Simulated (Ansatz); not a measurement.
The system is MoSe2.

```xyz
6
Lattice="3.2880 0.0000 0.0000 -1.6440 2.8475 0.0000 0.0000 0.0000 12.9000" Properties=species:S:1:pos:R:3 pbc="T T T"
Mo    1.6440    0.9492    9.6750
Mo    0.0000    1.8983    3.2250
Se    1.6440    0.9492    4.8375
Se    0.0000    1.8983   11.2875
Se    1.6440    0.9492    1.6125
Se    0.0000    1.8983    8.0625
```

Program: Ansatz 0.2.0. Alike in all runs: potentials or basis Ansatz PAW; cell as given; cutoff (eV) 420. Hardware: 2 threads of Intel(R) Xeon(R) Processor @ 2.50GHz (Skylake/Cascade Lake), on a shared host.

**Question.** Order these runs on this cell by their wall time, lowest first.
A. task band structure; level PBEsol; spin SOC, no magnetisation; k mesh 7 × 7 × 2; smearing fermi-dirac 0.05 eV; points for each segment of the path 14
B. task single point; level PBE; spin off; k mesh 9 × 9 × 2; smearing gaussian 0.011 eV
C. task band structure; level BLYP; spin off; k mesh 9 × 9 × 2; smearing fermi-dirac 0.05 eV; points for each segment of the path 14

**Answer.** B (9 s), C (28 s), A (370 s).
